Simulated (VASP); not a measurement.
# SnSe (P4/nmm) in VASP: single point with PBE

Aim: the single point of SnSe with PBE.

Program: VASP 6.6.1. These are calculated values, not measurements. Logs are shortened: lines on timing, memory, paths and dates and some standing lists are left out, and cuts for length are marked.

### Step 1. The structure

It takes space group P4/nmm (No. 129, tetragonal). The conventional cell has a = 5.169 Å, b = 5.169 Å, c = 4.427 Å, α = 90.00°, β = 90.00°, γ = 90.00°. Sn (site symmetry 4mm) has 4 Se at 2.89 Å as nearest neighbours. Around Se (site symmetry -4m2) lie 4 Sn at 2.89 Å.

The cell was built by a generator and needn't be a form met in nature.

### Step 2. Single point, PBE

INCAR

```
SYSTEM = SnSe
PREC     = Accurate       ! precision mode
ENCUT    = 520            ! plane-wave cutoff, eV
EDIFF    = 1E-6           ! SCF threshold, eV
ISMEAR   = 0              ! smearing method
SIGMA    = 0.02           ! smearing width, eV
LREAL    = .False.        ! projectors in reciprocal space
LASPH    = .True.         ! aspherical terms in the spheres
NELM     = 100            ! most SCF steps
ALGO     = Fast           ! electronic algorithm
ISIF     = 2              ! what is computed and relaxed
LWAVE    = .False.        ! write WAVECAR
LCHARG   = .False.        ! write CHGCAR
GGA      = PE             ! functional
NBANDS   = 28             ! bands
```

KPOINTS

```
regular mesh
0
Gamma
  8 8 8
  0 0 0
```

POSCAR

```
SnSe
1.0
    5.1692349870      0.0000000000      0.0000000000
    0.0000000000      5.1692349870      0.0000000000
    0.0000000000      0.0000000000      4.4272375887
Sn Se
2 2
Direct
    0.0000000000      0.5000000000      0.2896536795
    0.5000000000      0.0000000000      0.7103463205
    0.0000000000      0.0000000000      0.0000000000
    0.5000000000      0.5000000000      0.0000000000
```

Potentials or basis: VASP PAW PBE potentials, release 64 (Sn_d, Se).

Launch:

```bash
$ cat potpaw_PBE.64/Sn_d/POTCAR potpaw_PBE.64/Se/POTCAR > POTCAR
$ mpirun -np 1 vasp_std > vasp.out
```

OUTCAR:

```text
SYSTEM = SnSe
   PREC = Accurate
   ENCUT = 520
   EDIFF = 1E-6
   ISMEAR = 0
   LREAL = .False.
   LASPH = .True.
   NELM = 100
   ISIF = 2
   GGA = PE

 ion  position               nearest neighbor table
   1  0.000  0.500  0.290-   3 2.89   4 2.89   3 2.89   4 2.89
   2  0.500  0.000  0.710-   3 2.89   4 2.89   4 2.89   3 2.89
   3  0.000  0.000  0.000-   1 2.89   2 2.89   1 2.89   2 2.89
   4  0.500  0.500  0.000-   1 2.89   2 2.89   2 2.89   1 2.89

  LATTYP: Found a simple tetragonal cell.
 ALAT       =     5.1692349870
 C/A-ratio  =     0.8564589538

  Lattice vectors:

 A1 = (   5.1692349870,   0.0000000000,   0.0000000000)
 A2 = (   0.0000000000,   5.1692349870,   0.0000000000)
 A3 = (   0.0000000000,   0.0000000000,   4.4272375887)

Analysis of symmetry for initial positions (statically):
=====================================================================
 Subroutine PRICEL returns:
 Original cell was already a primitive cell.

 Routine SETGRP: Setting up the symmetry group for a
 simple tetragonal supercell.

 Subroutine GETGRP returns: Found 16 space group operations
 (whereof  8 operations were pure point group operations)
 out of a pool of 16 trial point group operations.

The static configuration has the point symmetry D_2d.
 The point group associated with its full space group is D_4h.

Analysis of symmetry for dynamics (positions and initial velocities):
=====================================================================
 Subroutine PRICEL returns:
 Original cell was already a primitive cell.

 Routine SETGRP: Setting up the symmetry group for a
 simple tetragonal supercell.

 Subroutine GETGRP returns: Found 16 space group operations
 (whereof  8 operations were pure point group operations)
 out of a pool of 16 trial point group operations.

The dynamic configuration has the point symmetry D_2d.
 The point group associated with its full space group is D_4h.

 Subroutine INISYM returns: Found 16 space group operations
 (whereof  8 operations are pure point group operations),
 and found     1 'primitive' translations

----------------------------------------------------------------------------------------

                                     Primitive cell

  volume of cell :     118.3002

  direct lattice vectors                    reciprocal lattice vectors
     5.169234987  0.000000000  0.000000000     0.193452223  0.000000000  0.000000000
     0.000000000  5.169234987  0.000000000     0.000000000  0.193452223  0.000000000
     0.000000000  0.000000000  4.427237589     0.000000000  0.000000000  0.225874483

  length of vectors
     5.169234987  5.169234987  4.427237589     0.193452223  0.193452223  0.225874483

  position of ions in fractional coordinates (direct lattice)
     0.000000000  0.500000000  0.289653679
     0.500000000  0.000000000  0.710346321
     0.000000000  0.000000000  0.000000000
     0.500000000  0.500000000  0.000000000

  ion indices of the primitive-cell ions
   primitive index   ion index
                 1           1
                 2           2
                 3           3
                 4           4

----------------------------------------------------------------------------------------

 KPOINTS: regular mesh

Automatic generation of k-mesh.
 Grid dimensions read from file:
 generate k-points for:    8    8    8

 Generating k-lattice:

  Cartesian coordinates                     Fractional coordinates (reciprocal lattice)
     0.024181528  0.000000000  0.000000000     0.125000000  0.000000000  0.000000000
     0.000000000  0.024181528  0.000000000     0.000000000  0.125000000  0.000000000
     0.000000000  0.000000000  0.028234310     0.000000000  0.000000000  0.125000000

  Length of vectors
     0.024181528  0.024181528  0.028234310

  Shift w.r.t. Gamma in fractional coordinates (k-lattice)
     0.000000000  0.000000000  0.000000000

 Subroutine IBZKPT returns following result:
 ===========================================

 Found     75 irreducible k-points:

 Following reciprocal coordinates:
            Coordinates               Weight
  0.000000  0.000000  0.000000      1.000000
  0.125000  0.000000  0.000000      4.000000
  0.250000  0.000000  0.000000      4.000000
  0.375000  0.000000  0.000000      4.000000
  0.500000  0.000000  0.000000      2.000000
  0.125000  0.125000  0.000000      4.000000
[... 16 lines left out ...]
  0.375000  0.125000  0.125000     16.000000
  0.500000  0.125000  0.125000      8.000000
 [... further k-points ...]
   k-points           NKPTS =     75   k-points in BZ     NKDIM =     75   number of bands    NBANDS=     28
   number of dos      NEDOS =    301   number of ions     NIONS =      4
   total plane-waves  NPLWV =  57600
   dimension x,y,z NGX =    40 NGY =   40 NGZ =   36
   dimension x,y,z NGXF=    80 NGYF=   80 NGZF=   72
   ions per type =               2   2
   NGX,Y,Z   is equivalent  to a cutoff of  12.86, 12.86, 13.52 a.u.
   NGXF,Y,Z  is equivalent  to a cutoff of  25.73, 25.73, 27.04 a.u.
 SYSTEM =  SnSe
   PREC   = accura    normal or accurate (medium, high low for compatibility)
   ISTART =      0    job   : 0-new  1-cont  2-samecut
   ICHARG =      2    charge: 1-file 2-atom 10-const
   ISPIN  =      1    spin polarized calculation?
   LNONCOLLINEAR =      F non collinear calculations
   LSORBIT =      F    spin-orbit coupling
   LASPH  =      T    aspherical Exc in radial PAW
   ENCUT  =  520.0 eV  38.22 Ry    6.18 a.u.   9.61  9.61  8.23*2*pi/ulx,y,z
   NELM   =    100;   NELMIN=  2; NELMDL= -5     # of ELM steps
   EDIFF  = 0.1E-05   stopping-criterion for ELM
   LREAL  =      F    real-space projection
   EDIFFG = 0.1E-04   stopping-criterion for IOM
   NSW    =      0    number of steps for IOM
   IBRION =     -1    ionic relax: 0-MD 1-quasi-New 2-CG
   NFREE  =      0    steps in history (QN), initial steepest desc. (CG)
   ISIF   =      2    stress and relaxation
   ISYM   =      2    0-nonsym 1-usesym 2-fastsym
   POTIM  = 0.5000    time-step for ionic-motion
   TEBEG  =    0.0;   TEEND  =   0.0 temperature during run
   PSTRESS=    0.0 pullay stress
   NELECT =      40.0000    total number of electrons
   NUPDOWN=      -1.0000    fix difference up-down
   EMIN   =  10.00;   EMAX   =-10.00  energy-range for DOS
   EFERMI =   0.00;   METHOD = LEGACY
   ISMEAR =     0;   SIGMA  =   0.02  broadening in eV -4-tet -1-fermi 0-gaus
   EFERMI_NEDOS =   21; number of points for ismear=-14 and -15
   IALGO  =     68    algorithm
   IMIX   =      4    mixing-type and parameters
     AMIX     =   0.40;   BMIX     =  1.00
     AMIX_MAG =   1.60;   BMIX_MAG =  1.00
  volume/ion in A,a.u.               =      29.58       199.58
  Fermi-wavevector in a.u.,A,eV,Ry     =   1.140512  2.155254 17.698005  1.300767
  Thomas-Fermi vector in A             =   2.277213
   LORBIT       =      0    0 simple, 1 ext, 2 COOP (PROOUT), +10 PAW based schemes
   GGA     = PE    functional components
   LHFCALC =     F    Hartree Fock is set to
   AEXX    =    0.0000 exact exchange contribution
   IVDW    =     0    specifies the selected vdW correction
   LEPSILON=     F    determine dielectric tensor
   LRPA    =     F    only Hartree local field effects (RPA)
 non-spin polarized calculation
 RMM-DIIS sequential band-by-band and
 Gauss-broadening in eV      SIGMA  =   0.02
  energy-cutoff  :      520.00
  volume of cell :      118.30
 maximum number of plane-waves:      3221
 NGX is ok and might be reduce to    40
   NGX = 19   NGY = 19   NGZ = 17

 number of electron      39.9999982 magnetization

 Free energy of the ion-electron system (eV)
  ---------------------------------------------------
  ext. energy  EPLUGINS =         0.00000000
  ---------------------------------------------------
  free energy    TOTEN  =       -15.86775164 eV

  energy without entropy =      -15.86775164  energy(sigma->0) =      -15.86775164

 E-fermi :   4.4234     XC(G=0):  -9.1914

 val. band max:        4.2516260290   @ k =   0.2500   0.0000   0.3750
 cond. band min:       4.6703837159   @ k =   0.1250   0.1250   0.3750
 fundamental gap:      0.4187576868
 Fermi energy:         4.4233590343

 k-point     1 :       0.0000    0.0000    0.0000
  band No.  band energies     occupation
      1     -16.9286      2.00000
      2     -16.9261      2.00000
      3     -16.9261      2.00000
      4     -16.9259      2.00000
      5     -16.9200      2.00000
      6     -16.9131      2.00000
[... 20 lines left out ...]
     27       9.6634      0.00000
     28      10.4621      0.00000

 k-point     2 :       0.1250    0.0000    0.0000
  band No.  band energies     occupation
      1     -16.9285      2.00000
      2     -16.9261      2.00000
      3     -16.9256      2.00000
      4     -16.9238      2.00000
      5     -16.9201      2.00000
      6     -16.9140      2.00000
[... 20 lines left out ...]
     27       9.9398      0.00000
     28      10.8585      0.00000

 k-point     3 :       0.2500    0.0000    0.0000
  band No.  band energies     occupation
      1     -16.9278      2.00000
      2     -16.9249      2.00000
      3     -16.9242      2.00000
      4     -16.9206      2.00000
      5     -16.9199      2.00000
      6     -16.9160      2.00000
[... 20 lines left out ...]
     27      10.6374      0.00000
     28      11.1737      0.00000

 k-point     4 :       0.3750    0.0000    0.0000
  band No.  band energies     occupation
      1     -16.9262      2.00000
      2     -16.9230      2.00000
      3     -16.9223      2.00000
      4     -16.9219      2.00000
      5     -16.9185      2.00000
      6     -16.9176      2.00000
[... 578 lines left out ...]
     27      10.9739      0.00000
     28      11.0728      0.00000

 k-point    23 :       0.3750    0.1250    0.1250
  band No.  band energies     occupation
      1     -16.9283      2.00000
      2     -16.9249      2.00000
      3     -16.9223      2.00000
      4     -16.9205      2.00000
      5     -16.9188      2.00000
      6     -16.9162      2.00000
[... 20 lines left out ...]
     27      10.8404      0.00000
     28      11.3622      0.00000

 k-point    24 :       0.5000    0.1250    0.1250
  band No.  band energies     occupation
      1     -16.9267      2.00000
      2     -16.9267      2.00000
      3     -16.9213      2.00000
      4     -16.9213      2.00000
      5     -16.9174      2.00000
      6     -16.9174      2.00000
[... 20 lines left out ...]
     27      11.1771      0.00000
     28      11.1778      0.00000

 [... further k-points ...]

------------------------ aborting loop because EDIFF is reached ----------------------------------------

  FORCE on cell =-STRESS in cart. coord.  units (eV):
  Direction    XX          YY          ZZ          XY          YZ          ZX
  --------------------------------------------------------------------------------------
  -------------------------------------------------------------------------------------
  Total        0.0024798      0.0024798     -0.0256761      0.0000000      0.0000000      0.0000000
  in kB        0.0335841      0.0335841     -0.3477402      0.0000000      0.0000000      0.0000000
  external PRESSURE =      -0.0935240 kB  Pullay stress =       0.0000000 kB

 VOLUME and BASIS-vectors are now :
 -----------------------------------------------------------------------------
  energy-cutoff  :      520.00
  volume of cell :      118.30
      direct lattice vectors                 reciprocal lattice vectors
     5.169234987  0.000000000  0.000000000     0.193452223  0.000000000  0.000000000
     0.000000000  5.169234987  0.000000000     0.000000000  0.193452223  0.000000000
     0.000000000  0.000000000  4.427237589     0.000000000  0.000000000  0.225874483

 POSITION                                       TOTAL-FORCE (eV/Angst)
 -----------------------------------------------------------------------------------
      0.00000      2.58462      1.28237        -0.000000      0.000000     -0.000908
      2.58462      0.00000      3.14487        -0.000000      0.000000      0.000908
      0.00000      0.00000      0.00000        -0.000000     -0.000000      0.000000
      2.58462      2.58462      0.00000         0.000000      0.000000      0.000000
 -----------------------------------------------------------------------------------
    total drift:                               -0.000000      0.000000     -0.000000

  FREE ENERGIE OF THE ION-ELECTRON SYSTEM (eV)
  ---------------------------------------------------
  free  energy   TOTEN  =       -15.8677516399 eV

  energy  without entropy=      -15.8677516399  energy(sigma->0) =      -15.86775164
```

Wall time 2.6 min (1 thread of Intel Xeon Platinum 8488C (Sapphire Rapids), shared host); peak memory 0.37 GiB.

Results:

```yaml
Free_energy: -15.8678 eV
Pressure: 0.0 GPa
Band_gap_on_the_k_mesh: 0.42 eV, indirect (least direct gap 0.64 eV)
```

Levels at points of the mesh, in eV from the valence-band top:
| k point | band 17 | band 18 | band 19 | band 20 | band 21 | band 22 | band 23 | band 24 |
| --- | --- | --- | --- | --- | --- | --- | --- | --- |
| (0.00, 0.00, 0.00) | -1.48 | -1.48 | -1.18 | -0.68 | 1.37 | 3.08 | 4.31 | 4.31 |
| (0.50, 0.00, 0.00) | -1.83 | -1.83 | -0.50 | -0.50 | 1.95 | 1.95 | 4.57 | 4.57 |
| (0.50, 0.50, 0.00) | -0.58 | -0.58 | -0.23 | -0.23 | 0.87 | 0.87 | 3.15 | 3.15 |
| (0.00, 0.00, 0.50) | -1.70 | -1.45 | -1.45 | -1.21 | 1.16 | 1.19 | 1.31 | 1.31 |
| (0.50, 0.00, 0.50) | -2.79 | -2.79 | -0.70 | -0.70 | 2.48 | 2.48 | 2.82 | 2.82 |
| (0.50, 0.50, 0.50) | -2.79 | -2.79 | -0.14 | -0.14 | 3.59 | 3.59 | 4.27 | 4.27 |

Caveat: spin-orbit coupling is left out, which moves the levels of the heavy elements.
